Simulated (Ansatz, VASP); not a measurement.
**S: VASP beside Ansatz**

```
S
1.0
     0.00000    1.99396    1.99396
     1.99396    0.00000    1.99396
     1.99396    1.99396    0.00000
S
1
Direct
  0.00000 0.00000 0.00000
```

Alike in both runs: functional PBE; k mesh 16 × 16 × 16; occupations fermi-dirac, width 0.03 eV; no spin polarisation.

Ansatz relaxed the structure, and its values are those at the end. VASP's run is a single point on that final structure, the one shown.

|  | VASP | Ansatz |
| --- | --- | --- |
| version | VASP 6.6.1 | Ansatz 0.2.0 |
| potentials or method | VASP PAW PBE potentials, release 64 (S) | PAW with Ansatz's default frozen-core files, scalar-relativistic |
| plane-wave cutoff (eV) | 520 | 420 |
| valence electrons in the cell | 6 | 6 |

|  | VASP | Ansatz | Ansatz less VASP |
| --- | --- | --- | --- |
| pressure (GPa) | -0.1 | 0.0 | +0.15 |

The functional is the same, so the differences come from potentials, cutoffs and numerics.
